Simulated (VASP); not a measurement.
# NaF (Fm-3m) in VASP: further runs

Aim: see how the results for NaF move with the level of theory and the settings. Levels: r2SCAN+rVV10, HSE06. Tasks: relaxation of cell and atoms, electrostatic potential.

Program: VASP 6.6.1. These are calculated values, not measurements. Logs are shortened: lines on timing, memory, paths and dates and some standing lists are left out, and cuts for length are marked.

## (1) The crystal as given

Symmetry: Fm-3m, No. 225, cubic system. The conventional cell has a = 4.630 Å, b = 4.630 Å, c = 4.630 Å, α = 90.00°, β = 90.00°, γ = 90.00°. Around Na (site symmetry m-3m) lie 6 F at 2.31 Å. Around F (site symmetry m-3m) lie 6 Na at 2.31 Å.

The cell was built by a generator and needn't be a form met in nature.

## (2) Relaxation of cell and atoms, r2SCAN+rVV10

INCAR reads:

```
SYSTEM = NaF
ALGO = Normal ; BPARAM = 11.95
CPARAM = 0.0093 ; EDIFF = 1E-6
EDIFFG = -0.005 ; ENCUT = 600
IBRION = 2 ; ISIF = 3
ISMEAR = 0 ; IVDW_NL = 2
KPAR = 4 ; LASPH = .TRUE.
LCHARG = .FALSE. ; LMIXTAU = .TRUE.
LREAL = .FALSE. ; LUSE_VDW = .TRUE.
LWAVE = .FALSE. ; METAGGA = R2SCAN
NELM = 120 ; NSW = 60
PREC = Accurate ; SIGMA = 0.02
```

KPOINTS reads:

```
k-points
0
G
  10 10 10
  0 0 0
```

POSCAR reads:

```
NaF
1.0
    0.0000000000      2.3150000000      2.3150000000
    2.3150000000      0.0000000000      2.3150000000
    2.3150000000      2.3150000000      0.0000000000
Na F
1 1
Direct
    0.0000000000      0.0000000000      0.0000000000
    0.5000000000      0.5000000000      0.5000000000
```

Potentials or basis: VASP PAW PBE potentials, release 64 (Na_pv, F).

The run is started by

```bash
> cat potpaw_PBE.64/Na_pv/POTCAR potpaw_PBE.64/F/POTCAR > POTCAR
> mpirun -np 4 vasp_std > vasp.out
```

OUTCAR:

```text
SYSTEM = NaF
   BPARAM = 11.95
   EDIFF = 1E-6
   EDIFFG = -0.005
   ENCUT = 600
   IBRION = 2
   ISIF = 3
   ISMEAR = 0
   IVDW_NL = 2
   LASPH = .TRUE.
   LREAL = .FALSE.
   METAGGA = R2SCAN
   NELM = 120
   NSW = 60
   PREC = Accurate

 ion  position               nearest neighbor table
   1  0.000  0.000  0.000-   2 2.31   2 2.31   2 2.31   2 2.31   2 2.31   2 2.31
   2  0.500  0.500  0.500-   1 2.31   1 2.31   1 2.31   1 2.31   1 2.31   1 2.31

  LATTYP: Found a face centered cubic cell.
 ALAT       =     4.6300000000

  Lattice vectors:

 A1 = (   0.0000000000,   2.3150000000,   2.3150000000)
 A2 = (   2.3150000000,   0.0000000000,   2.3150000000)
 A3 = (   2.3150000000,   2.3150000000,   0.0000000000)

Analysis of symmetry for initial positions (statically):
=====================================================================
 Subroutine PRICEL returns:
 Original cell was already a primitive cell.

 Routine SETGRP: Setting up the symmetry group for a
 face centered cubic supercell.

 Subroutine GETGRP returns: Found 48 space group operations
 (whereof 48 operations were pure point group operations)
 out of a pool of 48 trial point group operations.

The static configuration has the point symmetry O_h .

Analysis of symmetry for dynamics (positions and initial velocities):
=====================================================================
 Subroutine PRICEL returns:
 Original cell was already a primitive cell.

 Routine SETGRP: Setting up the symmetry group for a
 face centered cubic supercell.

 Subroutine GETGRP returns: Found 48 space group operations
 (whereof 48 operations were pure point group operations)
 out of a pool of 48 trial point group operations.

The dynamic configuration has the point symmetry O_h .

 Subroutine INISYM returns: Found 48 space group operations
 (whereof 48 operations are pure point group operations),
 and found     1 'primitive' translations

----------------------------------------------------------------------------------------

                                     Primitive cell

  volume of cell :      24.8132

  direct lattice vectors                    reciprocal lattice vectors
     0.000000000  2.315000000  2.315000000    -0.215982721  0.215982721  0.215982721
     2.315000000  0.000000000  2.315000000     0.215982721 -0.215982721  0.215982721
     2.315000000  2.315000000  0.000000000     0.215982721  0.215982721 -0.215982721

  length of vectors
     3.273904397  3.273904397  3.273904397     0.374093047  0.374093047  0.374093047

  position of ions in fractional coordinates (direct lattice)
     0.000000000  0.000000000  0.000000000
     0.500000000  0.500000000  0.500000000

  ion indices of the primitive-cell ions
   primitive index   ion index
                 1           1
                 2           2

----------------------------------------------------------------------------------------

 KPOINTS: k-points

Automatic generation of k-mesh.
 Grid dimensions read from file:
 generate k-points for:   10   10   10

 Generating k-lattice:

  Cartesian coordinates                     Fractional coordinates (reciprocal lattice)
    -0.021598272  0.021598272  0.021598272     0.100000000  0.000000000  0.000000000
     0.021598272 -0.021598272  0.021598272     0.000000000  0.100000000  0.000000000
     0.021598272  0.021598272 -0.021598272     0.000000000  0.000000000  0.100000000

  Length of vectors
     0.037409305  0.037409305  0.037409305

  Shift w.r.t. Gamma in fractional coordinates (k-lattice)
     0.000000000  0.000000000  0.000000000

 Subroutine IBZKPT returns following result:
 ===========================================

 Found     47 irreducible k-points:

 Following reciprocal coordinates:
            Coordinates               Weight
  0.000000  0.000000  0.000000      1.000000
  0.100000  0.000000  0.000000      8.000000
  0.200000  0.000000  0.000000      8.000000
  0.300000  0.000000  0.000000      8.000000
  0.400000  0.000000  0.000000      8.000000
  0.500000  0.000000  0.000000      4.000000
[... 16 lines left out ...]
  0.300000  0.300000  0.000000      6.000000
  0.400000  0.300000  0.000000     24.000000
 [... further k-points ...]
   k-points           NKPTS =     47   k-points in BZ     NKDIM =     47   number of bands    NBANDS=     11
   number of dos      NEDOS =    301   number of ions     NIONS =      2
   total plane-waves  NPLWV =  21952
   dimension x,y,z NGX =    28 NGY =   28 NGZ =   28
   dimension x,y,z NGXF=    56 NGYF=   56 NGZF=   56
   ions per type =               1   1
   NGX,Y,Z   is equivalent  to a cutoff of  14.22, 14.22, 14.22 a.u.
   NGXF,Y,Z  is equivalent  to a cutoff of  28.44, 28.44, 28.44 a.u.
 SYSTEM =  NaF
   PREC   = accura    normal or accurate (medium, high low for compatibility)
   ISTART =      0    job   : 0-new  1-cont  2-samecut
   ICHARG =      2    charge: 1-file 2-atom 10-const
   ISPIN  =      1    spin polarized calculation?
   LNONCOLLINEAR =      F non collinear calculations
   LSORBIT =      F    spin-orbit coupling
   LASPH  =      T    aspherical Exc in radial PAW
   ENCUT  =  600.0 eV  44.10 Ry    6.64 a.u.   6.54  6.54  6.54*2*pi/ulx,y,z
   NELM   =    120;   NELMIN=  2; NELMDL= -5     # of ELM steps
   EDIFF  = 0.1E-05   stopping-criterion for ELM
   LREAL  =      F    real-space projection
   EDIFFG = -.5E-02   stopping-criterion for IOM
   NSW    =     60    number of steps for IOM
   IBRION =      2    ionic relax: 0-MD 1-quasi-New 2-CG
   NFREE  =      1    steps in history (QN), initial steepest desc. (CG)
   ISIF   =      3    stress and relaxation
   ISYM   =      2    0-nonsym 1-usesym 2-fastsym
   POTIM  = 0.5000    time-step for ionic-motion
   TEBEG  =    0.0;   TEEND  =   0.0 temperature during run
   PSTRESS=    0.0 pullay stress
   NELECT =      14.0000    total number of electrons
   NUPDOWN=      -1.0000    fix difference up-down
   EMIN   =  10.00;   EMAX   =-10.00  energy-range for DOS
   EFERMI =   0.00;   METHOD = LEGACY
   ISMEAR =     0;   SIGMA  =   0.02  broadening in eV -4-tet -1-fermi 0-gaus
   EFERMI_NEDOS =   21; number of points for ismear=-14 and -15
   IALGO  =     38    algorithm
   IMIX   =      4    mixing-type and parameters
     AMIX     =   0.40;   BMIX     =  1.00
     AMIX_MAG =   1.60;   BMIX_MAG =  1.00
  volume/ion in A,a.u.               =      12.41        83.72
  Fermi-wavevector in a.u.,A,eV,Ry     =   1.352768  2.556360 24.898391  1.829980
  Thomas-Fermi vector in A             =   2.480079
   LORBIT       =      0    0 simple, 1 ext, 2 COOP (PROOUT), +10 PAW based schemes
   METAGGA = R2SCAN    functional components
   LHFCALC =     F    Hartree Fock is set to
   AEXX    =    0.0000 exact exchange contribution
   IVDW_NL    =     2    kernel type
   BPARAM     =11.9500
   IVDW    =     0    specifies the selected vdW correction
   LEPSILON=     F    determine dielectric tensor
   LRPA    =     F    only Hartree local field effects (RPA)
 conjugate gradient relaxation of ions
 non-spin polarized calculation
 Gauss-broadening in eV      SIGMA  =   0.02
  energy-cutoff  :      600.00
  volume of cell :       24.81
 maximum number of plane-waves:       869
 NGX is ok and might be reduce to    28
   NGX = 13   NGY = 13   NGZ = 13

--------------------------------------- Ionic step        1  -------------------------------------------

 number of electron      14.0000006 magnetization

 Free energy of the ion-electron system (eV)
  ---------------------------------------------------
  ext. energy  EPLUGINS =         0.00000000
  ---------------------------------------------------
  free energy    TOTEN  =       -12.08460422 eV

  energy without entropy =      -12.08460422  energy(sigma->0) =      -12.08460422

 E-fermi :  -2.5132     XC(G=0):  -9.8482

 val. band max:       -2.7267750242   @ k =   0.0000   0.0000   0.0000
 cond. band min:       4.3783277754   @ k =   0.0000   0.0000   0.0000
 fundamental gap:      7.1051027996
 Fermi energy:        -2.5132214155

 k-point     1 :       0.0000    0.0000    0.0000
  band No.  band energies     occupation
      1     -23.0279      2.00000
      2     -22.1758      2.00000
      3     -22.1754      2.00000
      4     -22.1754      2.00000
      5      -2.7268      2.00000
      6      -2.7268      2.00000
      7      -2.7268      2.00000
      8       4.3783      0.00000
      9      17.0084      0.00000
     10      17.0084      0.00000
     11      17.0084      0.00000

 k-point     2 :       0.1000    0.0000    0.0000
  band No.  band energies     occupation
      1     -23.0799      2.00000
      2     -22.1768      2.00000
      3     -22.1765      2.00000
      4     -22.1108      2.00000
      5      -2.9155      2.00000
      6      -2.7528      2.00000
      7      -2.7528      2.00000
      8       4.7342      0.00000
      9      15.6662      0.00000
     10      17.1845      0.00000
     11      17.1846      0.00000
[... 774 lines left out ...]
 VOLUME and BASIS-vectors are now :
 -----------------------------------------------------------------------------
  energy-cutoff  :      600.00
  volume of cell :       23.06
      direct lattice vectors                 reciprocal lattice vectors
     0.000000000  2.259183636  2.259183636    -0.221318884  0.221318884  0.221318884
     2.259183636  0.000000000  2.259183636     0.221318884 -0.221318884  0.221318884
     2.259183636  2.259183636 -0.000000000     0.221318884  0.221318884 -0.221318884

 POSITION                                       TOTAL-FORCE (eV/Angst)
 -----------------------------------------------------------------------------------
      2.25918      2.25918      4.51837        -0.000000     -0.000000     -0.000000
      2.25918      2.25918      2.25918         0.000000      0.000000      0.000000
 -----------------------------------------------------------------------------------
    total drift:                                0.000000      0.000000      0.000000

  FREE ENERGIE OF THE ION-ELECTRON SYSTEM (eV)
  ---------------------------------------------------
  free  energy   TOTEN  =       -12.0960166873 eV

  energy  without entropy=      -12.0960166873  energy(sigma->0) =      -12.09601669

--------------------------------------- Ionic step        5  -------------------------------------------

 number of electron      13.9999998 magnetization

 Free energy of the ion-electron system (eV)
  ---------------------------------------------------
  ext. energy  EPLUGINS =         0.00000000
  ---------------------------------------------------
  free energy    TOTEN  =       -12.09734112 eV

  energy without entropy =      -12.09734112  energy(sigma->0) =      -12.09734112

 E-fermi :  -2.3950     XC(G=0): -10.1357

 val. band max:       -2.4955895495   @ k =   0.0000   0.0000   0.0000
 cond. band min:       4.9221427274   @ k =   0.0000   0.0000   0.0000
 fundamental gap:      7.4177322769
 Fermi energy:        -2.3949994425

 k-point     1 :       0.0000    0.0000    0.0000
  band No.  band energies     occupation
      1     -22.8878      2.00000
      2     -21.7846      2.00000
      3     -21.7843      2.00000
      4     -21.7843      2.00000
      5      -2.4956      2.00000
      6      -2.4956      2.00000
      7      -2.4956      2.00000
      8       4.9221      0.00000
      9      17.6254      0.00000
     10      17.6254      0.00000
     11      17.6255      0.00000

 k-point     2 :       0.1000    0.0000    0.0000
  band No.  band energies     occupation
      1     -22.9363      2.00000
      2     -21.7857      2.00000
      3     -21.7854      2.00000
      4     -21.7212      2.00000
      5      -2.6982      2.00000
      6      -2.5246      2.00000
      7      -2.5246      2.00000
      8       5.2918      0.00000
      9      16.2674      0.00000
     10      17.8161      0.00000
     11      17.8162      0.00000
[... 321 lines left out ...]
 VOLUME and BASIS-vectors are now :
 -----------------------------------------------------------------------------
  energy-cutoff  :      600.00
  volume of cell :       23.53
      direct lattice vectors                 reciprocal lattice vectors
     0.000000000  2.274305672  2.274305672    -0.219847317  0.219847317  0.219847317
     2.274305672  0.000000000  2.274305672     0.219847317 -0.219847317  0.219847317
     2.274305672  2.274305672 -0.000000000     0.219847317  0.219847317 -0.219847317

 POSITION                                       TOTAL-FORCE (eV/Angst)
 -----------------------------------------------------------------------------------
      0.00000      0.00000     -0.00000         0.000000     -0.000000     -0.000000
      2.27431      2.27431      2.27431        -0.000000      0.000000      0.000000
 -----------------------------------------------------------------------------------
    total drift:                                0.000000      0.000000      0.000000

  FREE ENERGIE OF THE ION-ELECTRON SYSTEM (eV)
  ---------------------------------------------------
  free  energy   TOTEN  =       -12.0973411154 eV

  energy  without entropy=      -12.0973411154  energy(sigma->0) =      -12.09734112

 reached required accuracy - stopping structural energy minimisation
```

It took 7.1 min on 4 MPI ranks of Intel Xeon Platinum 8175M at 2.50GHz (Skylake/Cascade Lake), shared host; peak memory 0.26 GiB.

Results:

* Free energy: -12.0973 eV
* Relaxed volume: 11.76 Å³/atom
* Relaxed cell: a = 3.216 Å, b = 3.216 Å, c = 3.216 Å, α = 60.00°, β = 60.00°, γ = 60.00°
* Space group after relaxing (to 0.05 Å): Fm-3m (No. 225)
* Energy gained by relaxing: 6.4 meV/atom
* Ionic steps: 5
* Pressure after relaxing: 0.0 GPa
* Band gap on the k mesh: 7.42 eV, direct

The path:
```
step  energy change (eV)  largest force (eV/Å)  pressure (GPa)  volume (Å³)
   1              0.0000                0.0000           -2.79        24.81
   2             -0.0103                0.0000           -1.24        24.05
   3             -0.0123                0.0000           -0.46        23.71
   4             -0.0114                0.0000            1.19        23.06
   5             -0.0127                0.0000            0.01        23.53
```

Final structure:
```cif
data_structure
_symmetry_space_group_name_H-M 'P 1'
_symmetry_Int_Tables_number 1
_cell_length_a 3.2164
_cell_length_b 3.2164
_cell_length_c 3.2164
_cell_angle_alpha 60.000
_cell_angle_beta 60.000
_cell_angle_gamma 60.000
_cell_volume 23.53
loop_
_atom_site_label
_atom_site_type_symbol
_atom_site_fract_x
_atom_site_fract_y
_atom_site_fract_z
_atom_site_occupancy
Na1 Na 0.00000 0.00000 0.00000 1
F1 F 0.50000 0.50000 0.50000 1
```

Caveat: the PAW data sets were made with another functional, which shifts forces and pressure a little. A k mesh can miss the band edges.

## (3) Electrostatic potential, r2SCAN+rVV10

This run uses another cell than the first one, of 11.76 Å³/atom, 0.948 times its volume.

INCAR reads:

```
PREC = Accurate
ENCUT = 520
EDIFF = 1E-6
ISMEAR = 0
SIGMA = 0.02
LREAL = False
LASPH = True
NELM = 80
ALGO = Normal
ISIF = 2
LWAVE = False
LCHARG = True
METAGGA = R2SCAN
LMIXTAU = True
LUSE_VDW = True
IVDW_NL = 2
BPARAM = 11.95
CPARAM = 0.0093
LVHAR = True
KPAR = 4
```

KPOINTS reads:

```
regular mesh
0
Gamma
  10 10 10
```

POSCAR reads:

```
NaF                                     
1.0
    0.0000000000      2.2743056719      2.2743056719
    2.2743056719      0.0000000000      2.2743056719
    2.2743056719      2.2743056719     -0.0000000000
  Na              F             
     1     1
Direct
     0.0000000000000000    0.0000000000000000    0.0000000000000000
     0.5000000000000000    0.5000000000000000    0.5000000000000000
```

Potentials or basis: VASP PAW PBE potentials, release 64 (Na_pv, F).

The run is started by

```bash
> cat potpaw_PBE.64/Na_pv/POTCAR potpaw_PBE.64/F/POTCAR > POTCAR
> mpirun -np 4 vasp_std > vasp.out
```

Run time: 64 s. Hardware: 4 MPI ranks of Intel Xeon Platinum 8175M at 2.50GHz (Skylake/Cascade Lake), shared host; peak memory 0.2 GiB.

The run converged. Its results:

```yaml
Free_energy: -12.0916 eV
Pressure: 0.1 GPa
Band_gap_on_the_k_mesh: 7.42 eV, direct
```

Levels at points of the mesh, in eV from the valence-band top:
| k point | band 3 | band 4 | band 5 | band 6 | band 7 | band 8 | band 9 | band 10 | band 11 |
| --- | --- | --- | --- | --- | --- | --- | --- | --- | --- |
| (0.00, 0.00, 0.00) | -19.29 | -19.29 | 0.00 | 0.00 | 0.00 | 7.42 | 20.12 | 20.12 | 20.12 |
| (0.50, 0.00, 0.00) | -19.30 | -18.77 | -1.69 | -0.30 | -0.30 | 11.91 | 13.83 | 21.98 | 21.98 |
| (0.50, 0.50, 0.00) | -19.35 | -19.35 | -1.36 | -0.43 | -0.43 | 14.02 | 14.47 | 15.37 | 21.81 |

Caveat: the PAW data sets were made with another functional, which shifts forces and pressure a little. A k mesh can miss the band edges.

## (4) Electrostatic potential, HSE06

This run uses another cell than the first one, of 11.76 Å³/atom, 0.948 times its volume.

POSCAR is that of step 3.

INCAR.step1 reads:

```
PREC = Accurate
ENCUT = 520
EDIFF = 1E-5
ISMEAR = 0
SIGMA = 0.02
LREAL = False
LASPH = True
NELM = 80
ALGO = Normal
ISIF = 2
LWAVE = True
GGA = PE
KPAR = 4
```

INCAR.step2 reads:

```
PREC = Accurate
ENCUT = 520
EDIFF = 1E-6
ISMEAR = 0
SIGMA = 0.02
LREAL = False
LASPH = True
NELM = 80
ALGO = Normal
ISIF = 2
LWAVE = False
LCHARG = True
GGA = PE
LHFCALC = True
HFSCREEN = 0.2
PRECFOCK = Fast
LVHAR = True
ISTART = 1
KPAR = 4
```

KPOINTS reads:

```
regular mesh
0
Gamma
  8 8 8
```

The run is started by

```bash
> cat potpaw_PBE.64/Na_pv/POTCAR potpaw_PBE.64/F/POTCAR > POTCAR
> cp INCAR.step1 INCAR
> mpirun -np 4 vasp_std > vasp.out
> cp INCAR.step2 INCAR
> mpirun -np 4 vasp_std > vasp.out
```

Wall time 4.5 min (4 MPI ranks of Intel Xeon Platinum 8175M at 2.50GHz (Skylake/Cascade Lake), shared host); peak memory 0.24 GiB.

The run converged. Its results:

* Free energy: -10.3129 eV
* Pressure: 3.5 GPa
* Band gap on the k mesh: 8.82 eV, direct

Levels at points of the mesh, in eV from the valence-band top:
```csv
k point,band 4,band 5,band 6,band 7,band 8,band 9,band 10,band 11
"(0.00, 0.00, 0.00)",-20.19,0.00,0.00,0.00,8.82,21.82,21.82,21.82
"(0.50, 0.00, 0.00)",-19.47,-1.75,-0.30,-0.30,13.40,15.38,23.23,23.23
"(0.50, 0.50, 0.00)",-20.26,-1.42,-0.46,-0.46,15.73,16.05,16.60,23.19
```

Caveat: the PAW data sets were made with another functional, which shifts forces and pressure a little.

## (5) The runs side by side

```tsv
task	level	cell	k mesh	cutoff (eV)	grid for exact exchange (PRECFOCK)	screening parameter	gap on the mesh (eV)	pressure (GPa)
relaxation of cell and atoms	r2SCAN+rVV10	relaxed	10 × 10 × 10	600	-	-	7.42	0.0
electrostatic potential	r2SCAN+rVV10	Fm-3m, 11.76 Å³/atom	10 × 10 × 10	520	-	-	7.42	0.1
electrostatic potential	HSE06	Fm-3m, 11.76 Å³/atom	8 × 8 × 8	520	Fast	0.2 1/A	8.82	3.5
```

Alike in all rows: potentials or basis VASP PAW PBE potentials, release 64 (Na_pv, F); no spin polarisation; smearing gaussian 0.02 eV.

Caveats: the PAW data sets were made with another functional, which shifts forces and pressure a little.

Absolute energies hang on the potentials; compare differences alone.
